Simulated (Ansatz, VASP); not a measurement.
## SiNi3 in VASP and in Ansatz

File INCAR:

```
ALGO = Normal
EDIFF = 1E-6
ENCUT = 520
GGA = PE
ISIF = 2
ISMEAR = -1
ISPIN = 2
LASPH = True
LCHARG = False
LMAXMIX = 4
LORBIT = 11
LREAL = False
LWAVE = False
MAGMOM = 0 1 1 1
NBANDS = 29
NELM = 150
PREC = Accurate
SIGMA = 0.1
```

KPOINTS

```
k-points
0
Gamma
  8 8 8
```

The input POSCAR:

```
SiNi3
1.0
    3.6783628218      0.0000000000      0.0000000000
    0.0000000000      3.6783628218      0.0000000000
    0.0000000000      0.0000000000      3.6783628218
Si Ni
1 3
Direct
    0.0000000000      0.0000000000      0.0000000000
    0.0000000000      0.5000000000      0.5000000000
    0.5000000000      0.0000000000      0.5000000000
    0.5000000000      0.5000000000      0.0000000000
```

Input for Ansatz:

```yaml
crystal:
  lattice:
    - [3.678362821751322, 0.0, 0.0]
    - [0.0, 3.678362821751322, 0.0]
    - [0.0, 0.0, 3.678362821751322]
  atoms:
    - { symbol: Si, position: [0.0, 0.0, 0.0] }
    - { symbol: Ni, position: [0.0, 0.5, 0.5], spin: 1.0 }
    - { symbol: Ni, position: [0.5, 0.0, 0.5], spin: 1.0 }
    - { symbol: Ni, position: [0.5, 0.5, 0.0], spin: 1.0 }
basis:
  ecutwfc: 571.4391111657479
kpoints:
  mp_grid:
    grid: [8, 8, 8]
hamiltonian:
  xc: pbe
magnetization:
  spin_polarized: true
scf:
  occupations:
    method: fermi_dirac
    width: 0.1
output:
  stress: true
```

Alike in both runs: task single point; functional PBE; k mesh 8 × 8 × 8; occupations fermi-dirac, width 0.1 eV; collinear spin.

|  | VASP | Ansatz |
| --- | --- | --- |
| version | VASP 6.6.1 | Ansatz 0.2.0 |
| potentials or method | VASP PAW PBE potentials, release 64 (Si, Ni) | plane waves, PAW |
| plane-wave cutoff (eV) | 520 | 571 |
| valence electrons in the cell | 34 | 58 |

```csv
,VASP,Ansatz,Ansatz less VASP
pressure (GPa),-21.4,-21.6,-0.25
net moment per atom (μB),0.00,0.00,0.000
```

The two sets of potentials don't hold the same shells in valence. Ansatz warned: «seeded_moment_not_kept».

Caveats: so large a pressure means that the cell lies far from this level's equilibrium, or that cutoff or potentials fall short (VASP).
